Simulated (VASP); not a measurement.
# Cr (Im-3m) in VASP: settings compared, part 2 of 2

VASP 6.6.1. Earlier steps stand in the parts before.

## Step 3: Single point, RPBE, collinear spin, ferromagnetic start

Contents of INCAR:

```
SYSTEM = Cr
PREC = Accurate ; ENCUT = 520
EDIFF = 1E-7 ; ISMEAR = 0
SIGMA = 0.05 ; LREAL = .FALSE.
LASPH = .TRUE. ; NELM = 120
ALGO = Normal ; ISIF = 2
LWAVE = .FALSE. ; LCHARG = .FALSE.
ISPIN = 2 ; MAGMOM = 3
LORBIT = 11 ; LMAXMIX = 4
GGA = RP ; NBANDS = 16
```

Contents of KPOINTS:

```
Automatic mesh
0
G
  12 12 12
  0 0 0
```

Contents of POSCAR:

```
Cr
1.0
   -1.4844496776      1.4844496776      1.4844496776
    1.4844496776     -1.4844496776      1.4844496776
    1.4844496776      1.4844496776     -1.4844496776
Cr
1
Direct
    0.0000000000      0.0000000000      0.0000000000
```

Potentials or basis: VASP PAW PBE potentials, release 64 (Cr_pv).

Command:

```bash
$ cat potpaw_PBE.64/Cr_pv/POTCAR > POTCAR
$ mpirun -np 1 vasp_std > vasp.out
```

OUTCAR:

```text
SYSTEM = Cr
   PREC = Accurate
   ENCUT = 520
   EDIFF = 1E-7
   ISMEAR = 0
   LREAL = .FALSE.
   LASPH = .TRUE.
   NELM = 120
   ISIF = 2
   ISPIN = 2
   LORBIT = 11
   GGA = RP

 ion  position               nearest neighbor table
   1  0.000  0.000  0.000-

  LATTYP: Found a body centered cubic cell.
 ALAT       =     2.9688993552

  Lattice vectors:

 A1 = (  -1.4844496776,   1.4844496776,   1.4844496776)
 A2 = (   1.4844496776,  -1.4844496776,   1.4844496776)
 A3 = (   1.4844496776,   1.4844496776,  -1.4844496776)

Analysis of symmetry for initial positions (statically):
=====================================================================
 Subroutine PRICEL returns:
 Original cell was already a primitive cell.

 Routine SETGRP: Setting up the symmetry group for a
 body centered cubic supercell.

 Subroutine GETGRP returns: Found 48 space group operations
 (whereof 48 operations were pure point group operations)
 out of a pool of 48 trial point group operations.

The static configuration has the point symmetry O_h .

Analysis of symmetry for dynamics (positions and initial velocities):
=====================================================================
 Subroutine PRICEL returns:
 Original cell was already a primitive cell.

 Routine SETGRP: Setting up the symmetry group for a
 body centered cubic supercell.

 Subroutine GETGRP returns: Found 48 space group operations
 (whereof 48 operations were pure point group operations)
 out of a pool of 48 trial point group operations.

The dynamic configuration has the point symmetry O_h .

Analysis of structural, dynamic, and magnetic symmetry:
=====================================================================
 Subroutine PRICEL returns:
 Original cell was already a primitive cell.

 Routine SETGRP: Setting up the symmetry group for a
 body centered cubic supercell.

 Subroutine GETGRP returns: Found 48 space group operations
 (whereof 48 operations were pure point group operations)
 out of a pool of 48 trial point group operations.

The overall configuration has the point symmetry O_h .

 Subroutine INISYM returns: Found 48 space group operations
 (whereof 48 operations are pure point group operations),
 and found     1 'primitive' translations

----------------------------------------------------------------------------------------

                                     Primitive cell

  volume of cell :      13.0845

  direct lattice vectors                    reciprocal lattice vectors
    -1.484449678  1.484449678  1.484449678     0.000000000  0.336825160  0.336825160
     1.484449678 -1.484449678  1.484449678     0.336825160  0.000000000  0.336825160
     1.484449678  1.484449678 -1.484449678     0.336825160  0.336825160  0.000000000

  length of vectors
     2.571142263  2.571142263  2.571142263     0.476342709  0.476342709  0.476342709

  position of ions in fractional coordinates (direct lattice)
     0.000000000  0.000000000  0.000000000

  ion indices of the primitive-cell ions
   primitive index   ion index
                 1           1

----------------------------------------------------------------------------------------

 KPOINTS: Automatic mesh
[... 89 lines left out ...]
   LNONCOLLINEAR =      F non collinear calculations
   LSORBIT =      F    spin-orbit coupling
   LASPH  =      T    aspherical Exc in radial PAW
   ENCUT  =  520.0 eV  38.22 Ry    6.18 a.u.   4.78  4.78  4.78*2*pi/ulx,y,z
   NELM   =    120;   NELMIN=  2; NELMDL= -5     # of ELM steps
   EDIFF  = 0.1E-06   stopping-criterion for ELM
   LREAL  =      F    real-space projection
   EDIFFG = 0.1E-05   stopping-criterion for IOM
   NSW    =      0    number of steps for IOM
   IBRION =     -1    ionic relax: 0-MD 1-quasi-New 2-CG
   NFREE  =      0    steps in history (QN), initial steepest desc. (CG)
   ISIF   =      2    stress and relaxation
   ISYM   =      2    0-nonsym 1-usesym 2-fastsym
   POTIM  = 0.5000    time-step for ionic-motion
   TEBEG  =    0.0;   TEEND  =   0.0 temperature during run
   PSTRESS=    0.0 pullay stress
   NELECT =      12.0000    total number of electrons
   NUPDOWN=      -1.0000    fix difference up-down
   EMIN   =  10.00;   EMAX   =-10.00  energy-range for DOS
   EFERMI =   0.00;   METHOD = LEGACY
   ISMEAR =     0;   SIGMA  =   0.05  broadening in eV -4-tet -1-fermi 0-gaus
   EFERMI_NEDOS =   21; number of points for ismear=-14 and -15
   IALGO  =     38    algorithm
   IMIX   =      4    mixing-type and parameters
     AMIX     =   0.40;   BMIX     =  1.00
     AMIX_MAG =   1.60;   BMIX_MAG =  1.00
  volume/ion in A,a.u.               =      13.08        88.30
  Fermi-wavevector in a.u.,A,eV,Ry     =   1.590559  3.005721 34.421077  2.529878
  Thomas-Fermi vector in A             =   2.689235
   LORBIT       =     11    0 simple, 1 ext, 2 COOP (PROOUT), +10 PAW based schemes
   GGA     = RP    functional components
   LHFCALC =     F    Hartree Fock is set to
   AEXX    =    0.0000 exact exchange contribution
   IVDW    =     0    specifies the selected vdW correction
   LEPSILON=     F    determine dielectric tensor
   LRPA    =     F    only Hartree local field effects (RPA)
 spin polarized calculation
 Gauss-broadening in eV      SIGMA  =   0.05
  energy-cutoff  :      520.00
  volume of cell :       13.08
 maximum number of plane-waves:       370
   NGX =  9   NGY =  9   NGZ =  9

 number of electron      12.0000008 magnetization      -0.0004084

 number of electron      12.0000008 magnetization       0.0000091

 Free energy of the ion-electron system (eV)
  ---------------------------------------------------
  ext. energy  EPLUGINS =         0.00000000
  ---------------------------------------------------
  free energy    TOTEN  =        -8.89673553 eV

  energy without entropy =       -8.89584324  energy(sigma->0) =       -8.89628938

 E-fermi :   9.3669     XC(G=0): -12.8435

 val. band max:        9.3246594633   @ k =  -0.2500   0.3333   0.1667
 cond. band min:       9.3949612600   @ k =   0.4167   0.0833   0.0000
 fundamental gap:      0.0703017967
 Fermi energy:         9.3668779953

 spin component 1

 k-point     1 :       0.0000    0.0000    0.0000
  band No.  band energies     occupation
      1     -33.5183      1.00000
      2     -33.5183      1.00000
      3     -33.5183      1.00000
      4       2.0126      1.00000
      5       8.6555      1.00000
      6       8.6555      1.00000
[... 739 lines left out ...]
      5       7.7345      1.00000
      6       8.4014      1.00000
[... 8 lines left out ...]
     15      35.3017      0.00000
     16      38.3942      0.00000

 [... further k-points ...]

 spin component 2

 k-point     1 :       0.0000    0.0000    0.0000
  band No.  band energies     occupation
      1     -33.5184      1.00000
      2     -33.5184      1.00000
      3     -33.5184      1.00000
      4       2.0127      1.00000
      5       8.6555      1.00000
      6       8.6555      1.00000
[... 739 lines left out ...]
      5       7.7345      1.00000
      6       8.4015      1.00000
[... 8 lines left out ...]
     15      35.3018      0.00000
     16      38.3942      0.00000

 [... further k-points ...]

------------------------ aborting loop because EDIFF is reached ----------------------------------------

 total charge

# of ion       s       p       d       tot
------------------------------------------
    1        0.410   6.327   4.085  10.822

 magnetization (x)

# of ion       s       p       d       tot
------------------------------------------
    1        0.000   0.000  -0.000   0.000

  FORCE on cell =-STRESS in cart. coord.  units (eV):
  Direction    XX          YY          ZZ          XY          YZ          ZX
  --------------------------------------------------------------------------------------
  -------------------------------------------------------------------------------------
  Total       -1.6924635     -1.6924635     -1.6924635     -0.0000000      0.0000000     -0.0000000
  in kB     -207.2399450   -207.2399450   -207.2399450     -0.0000000      0.0000000     -0.0000000
  external PRESSURE =    -207.2399450 kB  Pullay stress =       0.0000000 kB

 VOLUME and BASIS-vectors are now :
 -----------------------------------------------------------------------------
  energy-cutoff  :      520.00
  volume of cell :       13.08
      direct lattice vectors                 reciprocal lattice vectors
    -1.484449678  1.484449678  1.484449678     0.000000000  0.336825160  0.336825160
     1.484449678 -1.484449678  1.484449678     0.336825160  0.000000000  0.336825160
     1.484449678  1.484449678 -1.484449678     0.336825160  0.336825160  0.000000000

 POSITION                                       TOTAL-FORCE (eV/Angst)
 -----------------------------------------------------------------------------------
      0.00000      0.00000      0.00000        -0.000000     -0.000000      0.000000
 -----------------------------------------------------------------------------------
    total drift:                                0.000000     -0.000000      0.000000

  FREE ENERGIE OF THE ION-ELECTRON SYSTEM (eV)
  ---------------------------------------------------
  free  energy   TOTEN  =        -8.8967355254 eV

  energy  without entropy=       -8.8958432421  energy(sigma->0) =       -8.89628938

 total charge

# of ion       s       p       d       tot
------------------------------------------
    1        0.410   6.327   4.085  10.822

 magnetization (x)

# of ion       s       p       d       tot
------------------------------------------
    1        0.000   0.000  -0.000   0.000
```

OSZICAR:

```text
N       E                     dE             d eps       ncg     rms          rms(c)
DAV:   1     0.845352730823E+02    0.84535E+02   -0.62929E+03  4672   0.843E+02
DAV:   2    -0.768721597458E+01   -0.92222E+02   -0.87907E+02  4960   0.244E+02
DAV:   3    -0.922401499208E+01   -0.15368E+01   -0.15332E+01  5304   0.351E+01
DAV:   4    -0.923032045591E+01   -0.63055E-02   -0.63054E-02  5376   0.223E+00
DAV:   5    -0.923037675663E+01   -0.56301E-04   -0.56302E-04  5328   0.190E-01    0.161E+01
DAV:   6    -0.881322900757E+01    0.41715E+00   -0.23719E+00  4712   0.261E+01    0.351E+00
DAV:   7    -0.889128422444E+01   -0.78055E-01   -0.21741E-01  4832   0.345E+00    0.206E+00
DAV:   8    -0.889755087281E+01   -0.62666E-02   -0.58312E-03  5192   0.102E+00    0.105E+00
DAV:   9    -0.889630453047E+01    0.12463E-02   -0.18165E-03  5080   0.491E-01    0.289E-01
DAV:  10    -0.889670294721E+01   -0.39842E-03   -0.44487E-04  4976   0.284E-01    0.946E-02
DAV:  11    -0.889674188407E+01   -0.38937E-04   -0.22764E-05  4912   0.507E-02    0.285E-02
DAV:  12    -0.889673913616E+01    0.27479E-05   -0.68847E-06  4976   0.266E-02    0.146E-02
DAV:  13    -0.889673539466E+01    0.37415E-05   -0.17715E-06  4800   0.140E-02    0.242E-03
DAV:  14    -0.889673551725E+01   -0.12259E-06   -0.79367E-08  3864   0.388E-03    0.718E-04
DAV:  15    -0.889673552537E+01   -0.81225E-08   -0.69253E-09  2368   0.944E-04
   1 F= -.88967355E+01 E0= -.88962894E+01  d E =-.892283E-03  mag=    -0.0000
```

stdout:

```text
POSCAR found type information on POSCAR Cr
 POSCAR found :  1 types and       1 ions
 scaLAPACK will be used
 -----------------------------------------------------------------------------
|                                                                             |
|                                                                             |
|     You enforced a specific xc type in the INCAR file but a different       |
|     I HOPE YOU KNOW WHAT YOU ARE DOING!                                     |
|                                                                             |
 -----------------------------------------------------------------------------

 LDA part: xc-table for (Slater+PW92), standard interpolation
 POSCAR, INCAR and KPOINTS ok, starting setup
 FFT: planning ... GRIDC
 FFT: planning ... GRID_SOFT
 FFT: planning ... GRID
 WAVECAR not read
 entering main loop
```

It took 52 s on 1 thread of Intel Xeon Platinum 8375C at 2.90GHz (Ice Lake), shared host; peak memory 0.14 GiB.

What came out:

* Free energy: -8.8967 eV
* Pressure: -20.7 GPa
* Band gap on the k mesh: none (metal or under the smearing width)
* Net moment: 0.00 μB per cell
* Valence electrons inside the program's atomic spheres: Cr 10.82

Caveat: the starting moments collapsed, and a magnetic state may lie lower; so large a pressure means that the cell lies far from this level's equilibrium, or that cutoff or potentials fall short; the potentials were made for another functional, which shifts forces and pressure.

## Step 4: For comparison

An earlier run on the cell as given: functional PBEsol; potentials or basis VASP PAW PBE potentials, release 64 (Cr_pv); cutoff 520 eV; k mesh 12 × 12 × 12; occupations fermi-dirac, width 0.05 eV; collinear spin, ferromagnetic start; starting moments [3.0] μB.

* Pressure: -32.5 GPa
* Band gap on the k mesh: none (metal or under the smearing width)
* Net moment: 0.00 μB per cell
* Valence electrons inside the program's atomic spheres: Cr 10.81
